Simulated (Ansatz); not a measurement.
What does this script print? It uses the Ansatz DFT code, driven from Python.

Contents of `batio3.extxyz`:
```text
5
Lattice="2.82736661 1.63238087 2.31839349 -2.82736661 1.63238087 2.31839349 0.0 -3.26476174 2.31839349" Properties=species:S:1:pos:R:3 pbc="T T T"
Ba    0.00000000    0.00000000    0.00000000
Ti    0.00000000   -0.00000000    3.36978494
O     0.00000000    1.60332449    2.39884175
O    -1.38851974   -0.80166225    2.39884175
O     1.38851974   -0.80166225    2.39884175
```

`eps_batio3.py`
```python
"""Response of BaTiO3 to an electric field."""

from dataclasses import dataclass
import warnings

import ansatz as az
import numpy as np


@dataclass
class Settings:
    xc: str = "pbesol"
    cutoff: int = 510
    kgrid: tuple[int, ...] = (4, 4, 4)
    smearing: str = "fixed"


cfg = Settings()

warnings.simplefilter("ignore", az.DeckWarning)

crystal = az.Crystal.from_extxyz("batio3.extxyz")

# an insulator: whole occupations
base = (
    crystal.calculation()
    .functional(cfg.xc)
    .pseudopotentials("paw")
    .basis(cfg.cutoff)  # cutoff of the orbital basis
    .kpoints(*cfg.kgrid)  # sampling of the Brillouin zone
    .occupations(cfg.smearing)
    .dielectric()
)
result = base.run(threads=1)
response = result.dielectric
eps = np.asarray(response.eps_inf)

values = np.linalg.eigvalsh(eps)
print("principal values of eps_inf:", np.round(values, 3))
print("refractive indices:", np.round(np.sqrt(values), 3))
for site, z in zip(result.lattice.sites, response.zstar_e):
    print(f"{site.symbol:2s} Z* trace/3 = {np.trace(z) / 3:+.3f} e")
print(f"charge neutrality missed by {response.zstar_sum_residual_pre_e:.4f} e before the sum rule")
```

```console
$ python eps_batio3.py
principal values of eps_inf: [5.553 6.047 6.047]
refractive indices: [2.356 2.459 2.459]
Ba Z* trace/3 = +2.798 e
Ti Z* trace/3 = +6.146 e
O  Z* trace/3 = -2.981 e
O  Z* trace/3 = -2.981 e
O  Z* trace/3 = -2.981 e
charge neutrality missed by 0.0021 e before the sum rule
```

Reading the output:
- No spin polarisation was allowed.
- The Fermi level of a run with fixed occupations marks the highest occupied state on its mesh, not mid-gap.
- Averages over directions belong to no single polarisation, least of all in layered crystals.
- Pressure is positive in compression.
- The starting cell is as deposited in a crystallographic database; the results hold for this polymorph, which needn't be the stable one.
- This is the electronic (clamped-ion) response; a semilocal gap that is too small tends to raise it. The typed mesh is that of the SCF; the response is solved on denser meshes that the run picks.
- It ran for 98 s on 1 thread of Intel(R) Xeon(R) Platinum 8259CL CPU @ 2.50GHz (Skylake/Cascade Lake) (shared host), peak memory 0.69 GiB.
